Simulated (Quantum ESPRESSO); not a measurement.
## CaF2 (Fluorite): single point with PBE

The system is CaF2 (Fluorite).

```
Ca F
1.0
     0.00000    2.73100    2.73100
     2.73100    0.00000    2.73100
     2.73100    2.73100    0.00000
Ca F
1 2
Direct
  0.00000 0.00000 0.00000
  0.75000 0.75000 0.75000
  0.25000 0.25000 0.25000
```

```json
{"Program": "Quantum ESPRESSO 7.5", "Task": "single point", "Functional": "PBE", "Potentials or basis": "SSSP 1.3 efficiency PBE", "Cutoff": "748 eV", "Density cutoff": "5987 eV", "k mesh": "8 × 8 × 8", "Occupations": "fermi-dirac, width 0.05 eV", "Spin": "no spin polarisation"}
```

* Pressure: 2.1 GPa
* Band gap on the k mesh: 7.29 eV, indirect (least direct gap 7.55 eV)

Levels at points of the mesh, in eV from the valence-band top:
```
             k point  band 9  band 10  band 11  band 12  band 13  band 14  band 15  band 16
  (0.00, 0.00, 0.00)   -2.10    -0.26    -0.26    -0.26     7.29     9.17     9.17    11.22
 (0.00, 0.00, -0.50)   -1.29    -1.24    -0.84    -0.84     9.38     9.38     9.75    10.74
(0.00, -0.50, -0.50)   -1.65    -0.36    -0.36     0.00     8.12     9.52    10.08    10.86
```

Run time: 16 s on 1 thread of Arm Neoverse V2, on a shared host, peak memory 0.21 GiB.

A k mesh can miss the band edges.
